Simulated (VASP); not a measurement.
# Rb: single point with PBE

The system is Rb.

```
Rb
1.0
     0.00000    3.52148    3.52148
     3.52148    0.00000    3.52148
     3.52148    3.52148    0.00000
Rb
1
Direct
  0.00000 0.00000 0.00000
```

The cell was built by a generator and needn't be a form met in nature.

| Quantity | Value |
| --- | --- |
| Program | VASP 6.6.1 |
| Task | single point |
| Functional | PBE |
| Potentials or basis | VASP PAW PBE potentials, release 64 (Rb_sv) |
| Cutoff | 520 eV |
| k mesh | 6 × 6 × 6 |
| Occupations | gaussian, width 0.05 eV |
| Spin | no spin polarisation |

```yaml
Pressure: 0.2 GPa
Band_gap_on_the_k_mesh: none (metal or under the smearing width)
```

Levels at points of the mesh, in eV from the Fermi level:
| k point | band 1 | band 2 | band 3 | band 4 | band 5 | band 6 | band 7 | band 8 | band 9 | band 10 |
| --- | --- | --- | --- | --- | --- | --- | --- | --- | --- | --- |
| (0.00, 0.00, 0.00) | -28.78 | -12.82 | -12.82 | -12.82 | -1.93 | 3.73 | 3.73 | 3.73 | 5.11 | 5.11 |
| (0.50, 0.00, 0.00) | -28.77 | -12.92 | -12.83 | -12.83 | 0.23 | 0.78 | 3.51 | 3.51 | 5.83 | 5.91 |
| (0.50, 0.50, 0.00) | -28.77 | -12.92 | -12.85 | -12.85 | 0.71 | 1.56 | 1.91 | 4.72 | 4.72 | 5.20 |

It took 30 s on 1 thread of Intel(R) Xeon(R) Platinum 8175M CPU @ 2.50GHz (Skylake/Cascade Lake), with other jobs on the host, peak memory 0.23 GiB.
